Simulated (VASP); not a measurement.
The system is Te2Pt.

```
Te Pt
1.0
     4.08587    0.00000    0.00000
    -2.04293    3.53846    0.00000
     0.00000    0.00000    5.00965
Te Pt
2 1
Direct
  0.66667 0.33333 0.29320
  0.33333 0.66667 0.70680
  0.00000 0.00000 0.00000
```

The cell was built by a generator and needn't be a form met in nature.

```yaml
Program: VASP 6.6.1
Task: relaxation of cell and atoms
Functional: LDA
Potentials_or_basis: VASP PAW LDA potentials, release 64 (Te, Pt)
Cutoff: 600 eV
k_mesh: 9 × 9 × 6
Occupations: gaussian, width 0.03 eV
Spin: no spin polarisation
```

At the start: pressure -6.1 GPa; volume 24.14 Å³/atom.

**Question.** Where does the relaxation end?

**Answer.** Over 14 steps the energy falls by 97.6 meV/atom and the volume is 23.75 Å³/atom (-1.6 %); space group P-3m1 (No. 164, to 0.05 Å).

The path:
```
step  energy change (eV)  largest force (eV/Å)  pressure (GPa)  volume (Å³)
   1              0.0000                1.6072           -6.08        72.43
   2              0.0046                0.1686           14.00        63.23
   3             -0.1720                0.8901            2.21        67.53
   4             -0.2557                0.4799            1.36        68.94
   5             -0.2881                0.1658            0.81        70.74
   6             -0.2887                0.0924            0.84        70.52
   7             -0.2873                0.1538           -1.49        71.93
   8             -0.2910                0.0177           -0.22        71.13
   9             -0.2925                0.0272           -0.06        71.14
  10             -0.2927                0.0325            0.02        71.14
  11             -0.2928                0.0145            0.05        71.17
  12             -0.2928                0.0038            0.08        71.20
  13             -0.2928                0.0079           -0.14        71.37
  14             -0.2928                0.0000           -0.01        71.25
```

Final structure:
```xyz
3
Lattice="4.0229 0.0000 0.0000 -2.0114 3.4839 0.0000 0.0000 0.0000 5.0838" Properties=species:S:1:pos:R:3 pbc="T T T"
Te    2.0114    1.1613    1.3402
Te    0.0000    2.3226    3.7436
Pt    0.0000    0.0000    0.0000
```
